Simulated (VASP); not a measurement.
# Al (Im-3m) in VASP: settings compared, part 2 of 2

VASP 6.6.1. The steps go on from the part before.

## (3) Single point, PBEsol

Input file INCAR:

```
ADDGRID = F
ALGO = Normal
EDIFF = 1E-8
ENCUT = 900
GGA = PS
ISIF = 2
ISMEAR = 1
LASPH = T
LCHARG = F
LREAL = F
LWAVE = F
NELM = 100
PREC = Accurate
SIGMA = 0.1
```

Input file KPOINTS:

```
k-points
0
Gamma
  18 18 18
```

Input file POSCAR:

```
Al
1.0
   -1.5912186900      1.5912186900      1.5912186900
    1.5912186900     -1.5912186900      1.5912186900
    1.5912186900      1.5912186900     -1.5912186900
Al
1
Direct
    0.0000000000      0.0000000000      0.0000000000
```

Potentials or basis: VASP PAW PBE potentials, release 64 (Al).

On the command line:

```bash
cat potpaw_PBE.64/Al/POTCAR > POTCAR
mpirun -np 1 vasp_std > vasp.out
```

OUTCAR:

```text
EDIFF = 1E-8
   ENCUT = 900
   GGA = PS
   ISIF = 2
   ISMEAR = 1
   LASPH = T
   LREAL = F
   NELM = 100
   PREC = Accurate

 ion  position               nearest neighbor table
   1  0.000  0.000  0.000-

  LATTYP: Found a body centered cubic cell.
 ALAT       =     3.1824373800

  Lattice vectors:

 A1 = (  -1.5912186900,   1.5912186900,   1.5912186900)
 A2 = (   1.5912186900,  -1.5912186900,   1.5912186900)
 A3 = (   1.5912186900,   1.5912186900,  -1.5912186900)

Analysis of symmetry for initial positions (statically):
[... 370 lines left out ...]

 [... further k-points ...]

------------------------ aborting loop because EDIFF is reached ----------------------------------------

  FORCE on cell =-STRESS in cart. coord.  units (eV):
  Direction    XX          YY          ZZ          XY          YZ          ZX
  --------------------------------------------------------------------------------------
  -------------------------------------------------------------------------------------
  Total        0.2405464      0.2405464      0.2405464     -0.0000000      0.0000000     -0.0000000
  in kB       23.9144169     23.9144169     23.9144169     -0.0000000      0.0000000     -0.0000000
  external PRESSURE =      23.9144169 kB  Pullay stress =       0.0000000 kB

 VOLUME and BASIS-vectors are now :
 -----------------------------------------------------------------------------
  energy-cutoff  :      900.00
  volume of cell :       16.12
      direct lattice vectors                 reciprocal lattice vectors
    -1.591218690  1.591218690  1.591218690     0.000000000  0.314224565  0.314224565
     1.591218690 -1.591218690  1.591218690     0.314224565  0.000000000  0.314224565
     1.591218690  1.591218690 -1.591218690     0.314224565  0.314224565  0.000000000

 POSITION                                       TOTAL-FORCE (eV/Angst)
 -----------------------------------------------------------------------------------
      0.00000      0.00000      0.00000         0.000000     -0.000000      0.000000
 -----------------------------------------------------------------------------------
    total drift:                                0.000000     -0.000000     -0.000000

  FREE ENERGIE OF THE ION-ELECTRON SYSTEM (eV)
  ---------------------------------------------------
  free  energy   TOTEN  =        -3.9920670935 eV

  energy  without entropy=       -3.9919780437  energy(sigma->0) =       -3.99203741
```

stdout:

```text
POSCAR found type information on POSCAR Al
 POSCAR found :  1 types and       1 ions
 scaLAPACK will be used
 -----------------------------------------------------------------------------
|                                                                             |
|                                                                             |
|     You enforced a specific xc type in the INCAR file but a different       |
|     I HOPE YOU KNOW WHAT YOU ARE DOING!                                     |
|                                                                             |
 -----------------------------------------------------------------------------

 LDA part: xc-table for (Slater+PW92), standard interpolation
 POSCAR, INCAR and KPOINTS ok, starting setup
 FFT: planning ... GRIDC
 FFT: planning ... GRID_SOFT
 FFT: planning ... GRID
 WAVECAR not read
 entering main loop
```

It took 34 s on 1 thread of Intel Xeon Platinum 8375C at 2.90GHz (Ice Lake), shared host; peak memory 0.17 GiB.

What came out:

```yaml
Free_energy: -3.9921 eV
Pressure: 2.4 GPa
Band_gap_on_the_k_mesh: none (metal or under the smearing width)
```

Caveat: the PAW data sets were made with another functional, which shifts forces and pressure a little.

## (4) Single point, PBEsol

INCAR is that of step 3.

KPOINTS is that of step 3.

Input file POSCAR:

```
Al
1.0
   -1.5505220000      1.6151010000      1.5901740000
    1.5972310000     -1.6159030000      1.6376860000
    1.5218560000      1.5872370000     -1.5909760000
Al
1
Direct
   -0.0427450000     -0.0166940000     -0.0578530000
```

On the command line:

```bash
cat potpaw_PBE.64/Al/POTCAR > POTCAR
mpirun -np 1 vasp_std > vasp.out
```

Run time: 7.2 min. Hardware: 1 thread of Intel Xeon Platinum 8375C at 2.90GHz (Ice Lake), shared host; peak memory 0.63 GiB.

It converged, with:

```yaml
Free_energy: -3.9891 eV
Pressure: 2.3 GPa
Band_gap_on_the_k_mesh: none (metal or under the smearing width)
```

Stress tensor (GPa, compression positive):
```
 1.49  1.13 -1.96
 1.13  2.63 -0.21
-1.96 -0.21  2.93
```

Levels at points of the mesh, in eV from the Fermi level:
| k point | band 1 | band 2 | band 3 | band 4 | band 5 |
| --- | --- | --- | --- | --- | --- |
| (0.00, 0.00, 0.00) | -11.30 | 12.84 | 13.44 | 13.75 | 14.57 |
| (0.50, 0.00, 0.00) | -4.51 | -4.08 | 8.52 | 8.65 | 10.88 |
| (0.00, 0.50, 0.00) | -4.51 | -4.10 | 8.25 | 8.47 | 10.18 |
| (0.50, 0.50, 0.00) | -4.42 | -3.92 | 8.04 | 8.15 | 10.00 |
| (0.00, 0.00, 0.50) | -4.25 | -3.58 | 7.80 | 7.93 | 9.80 |
| (0.50, 0.00, 0.50) | -4.24 | -3.54 | 7.90 | 8.09 | 9.87 |
| (0.00, 0.50, 0.50) | -4.51 | -4.08 | 8.74 | 8.75 | 10.66 |
| (0.50, 0.50, 0.50) | 1.50 | 1.72 | 2.53 | 2.76 | 3.05 |

Caveat: the PAW data sets were made with another functional, which shifts forces and pressure a little.

## (5) Single point, PBEsol

Changes to INCAR since step 4:

```diff
@@ -2,4 +2,4 @@
 ALGO = Normal
-EDIFF = 1E-8
-ENCUT = 900
+EDIFF = 1E-7
+ENCUT = 500
 GGA = PS
```

Input file KPOINTS:

```
k-points
0
Gamma
  13 13 13
```

Input file POSCAR:

```
Al
1.0
   -1.5912186900      1.5912186900      1.5912186900
    1.5912186900     -1.5912186900      1.5912186900
    1.5912186900      1.5912186900     -1.5912186900
Al
1
Direct
    0.0000000000      0.0000000000      0.0000000000
```

On the command line:

```bash
cat potpaw_PBE.64/Al/POTCAR > POTCAR
mpirun -np 1 vasp_std > vasp.out
```

It used 4.6 s of CPU time on 1 thread of Intel(R) Xeon(R) Platinum 8375C CPU @ 2.90GHz (Ice Lake), with other jobs on the host, which was overloaded at the time.

The run converged, but some of its settings lie outside the range that counts as converged, so its numbers aren't taken as properties of the crystal.

What came out:

* Free energy: -3.9936 eV
* Pressure: 1.9 GPa
* Band gap on the k mesh: none (metal or under the smearing width)

Caveat: the PAW data sets were made with another functional, which shifts forces and pressure a little.

## (6) Single point, PBEsol

INCAR is that of step 5.

KPOINTS is that of step 5.

Input file POSCAR:

```
Al
1.0
   -1.5505220000      1.6151010000      1.5901740000
    1.5972310000     -1.6159030000      1.6376860000
    1.5218560000      1.5872370000     -1.5909760000
Al
1
Direct
   -0.0427450000     -0.0166940000     -0.0578530000
```

Potentials or basis: VASP PAW PBE potentials, release 64 (Al).

On the command line:

```bash
cat potpaw_PBE.64/Al/POTCAR > POTCAR
mpirun -np 1 vasp_std > vasp.out
```

It took 55 s on 1 thread of Intel Xeon Platinum 8375C at 2.90GHz (Ice Lake), shared host; peak memory 0.19 GiB.

The run converged, but some of its settings lie outside the range that counts as converged, so its numbers aren't taken as properties of the crystal.

What came out:

| Property | Result |
| --- | --- |
| Free energy | -3.9922 eV |
| Pressure | 2.2 GPa |
| Band gap on the k mesh | none (metal or under the smearing width) |

Caveat: the PAW data sets were made with another functional, which shifts forces and pressure a little.

## (7) Overview

| task | level | potentials or basis | cell | k mesh | cutoff (eV) | smearing | target pressure | other keys | gap on the mesh (eV) | pressure (GPa) |
| --- | --- | --- | --- | --- | --- | --- | --- | --- | --- | --- |
| relaxation of cell and atoms | LDA | VASP PAW LDA potentials, release 64 (Al) | relaxed to 10 GPa | 12 × 12 × 12 | 600 | fermi-dirac 0.02 eV | 10 GPa | PSTRESS = 100; ENCUT = 600 | none | 9.9 |
| single point | PBEsol | VASP PAW PBE potentials, release 64 (Al) | as given | 18 × 18 × 18 | 900 | methfessel-paxton 0.1 eV | - | - | none | 2.4 |
| single point | PBEsol | VASP PAW PBE potentials, release 64 (Al) | grid = ENCUT=900 k=18x18x18 ISMEAR=1 SIGMA=0.1 PREC=Accurate EDIFF=1e-08 LREAL=False ADDGRID=False LASPH=True; cell strained at random at fixed volume | 18 × 18 × 18 | 900 | methfessel-paxton 0.1 eV | - | - | none | 2.3 |

Alike in all rows: no spin polarisation.

Caveats: the PAW data sets were made with another functional, which shifts forces and pressure a little (some runs); the cell is relaxed towards a set pressure, so the enthalpy falls and the energy may rise (some runs).

Total energies depend on the potentials used, so only differences within one code and one set of settings carry meaning.
